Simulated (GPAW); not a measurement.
Crystal: BP.

```
CELL_PARAMETERS angstrom
0.00000 2.26900 2.26900
2.26900 0.00000 2.26900
2.26900 2.26900 0.00000
ATOMIC_POSITIONS crystal
P 0.75000 0.75000 0.75000
B 0.00000 0.00000 0.00000
```

* Program: GPAW 26.7.0
* Task: relaxation of cell and atoms
* Functional: PBE
* Dispersion: D4
* Potentials or basis: GPAW PAW data sets (gpaw-data 1.2.1)
* Cutoff: 800 eV
* Basis: pw
* k mesh: 10 × 10 × 10
* Occupations: fermi-dirac, width 0.05 eV
* Spin: no spin polarisation

At the start: pressure -3.4 GPa; volume 11.68 Å³/atom.

Question: Where does the relaxation end?

Answer: Over 3 steps the energy falls by 2.4 meV/atom and the volume is 11.44 Å³/atom (-2.1 %); space group F-43m (No. 216, to 0.05 Å).

The path:
| step | energy change (eV) | largest force (eV/Å) | pressure (GPa) | volume (Å³) |
| --- | --- | --- | --- | --- |
| 1 | 0.0000 | 0.0000 | -3.43 | 23.36 |
| 2 | -0.0022 | 0.0000 | -2.58 | 23.24 |
| 3 | -0.0048 | 0.0000 | 0.05 | 22.87 |

Final structure:
```
P B
1.0
     0.00000    2.25302    2.25302
     2.25302    0.00000    2.25302
     2.25302    2.25302    0.00000
P B
1 1
Direct
  0.75000 0.75000 0.75000
  0.00000 0.00000 0.00000
```

Caveat: later steps reuse the first step's grids.
